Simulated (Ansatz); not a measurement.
## Ge under strain

Level of theory: Ansatz, DFT r2SCAN, scalar-relativistic, plane waves, PAW. Settings: 500 eV cutoff, 10×10×6 k-mesh, Gaussian smearing of 0.02 eV, no spin polarisation.

Reference structure (relaxed):

```
CELL_PARAMETERS angstrom
2.83743 2.83743 0.00000
-2.83743 2.83743 0.00000
0.00000 0.00000 5.67485
ATOMIC_POSITIONS crystal
Ge 0.50000 0.50000 0.50000
Ge 0.50000 0.00000 0.25000
Ge 0.00000 0.00000 0.00000
Ge 0.00000 0.50000 0.75000
```

Deformation: shear that moves c along a by the strain times its height over the a-b plane, the cell held and the atoms relaxed, all within the symmetry that the strain leaves. Energies are extrapolated to zero smearing. Gaps are generalised Kohn–Sham gaps over the whole zone.

| strain (%) | ΔE (meV/atom) | a (Å) | b (Å) | c (Å) | gap (eV) |
| --- | --- | --- | --- | --- | --- |
| +0.0 | 0.0 | 4.013 | 4.013 | 5.675 | 0.36 |
| +2.0 | 1.9 | 4.013 | 4.013 | 5.676 | 0.19 |
| +4.0 | 7.6 | 4.013 | 4.013 | 5.679 | metal |
| +6.0 | 17.0 | 4.013 | 4.013 | 5.685 | metal |
| +8.0 | 30.1 | 4.013 | 4.013 | 5.693 | metal |
| +12.0 | 65.7 | 4.013 | 4.013 | 5.716 | metal |

(1) What stiffness (1/V) d²E/dε² at zero strain does a cubic fit over all points give?

## Answers

(1) A cubic fit gives (1/V) d²E/dε² = 71 GPa at zero strain (the shear constant for this plane and direction).